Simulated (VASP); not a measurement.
Crystal: Sn.

```
Sn
1.0
     0.00000    3.23334    3.23334
     3.23334    0.00000    3.23334
     3.23334    3.23334    0.00000
Sn
2
Direct
  0.00000 0.00000 0.00000
  0.25000 0.25000 0.25000
```

This isn't the form of Sn at room conditions, which is tetragonal (white tin).

Base run:

| Quantity | Value |
| --- | --- |
| Program | VASP 6.6.1 |
| Functional | PBE |
| Potentials or basis | VASP PAW PBE potentials, release 64 (Sn_d) |
| Cutoff | 400 eV |
| k mesh | 6 × 6 × 6 |
| Occupations | gaussian, width 0.02 eV |
| Spin | no spin polarisation |

Its results: band gap on the k mesh none (metal or under the smearing width); pressure 3.8 GPa.

Q: The run is repeated on the same cell with these changes: cutoff from 400 eV to 520 eV; k mesh from 6 × 6 × 6 to 4 × 4 × 4. What comes out?

A: Band gap on the k mesh none (metal or under the smearing width); pressure 4.5 GPa.

Caveats: some runs use coarse meshes.
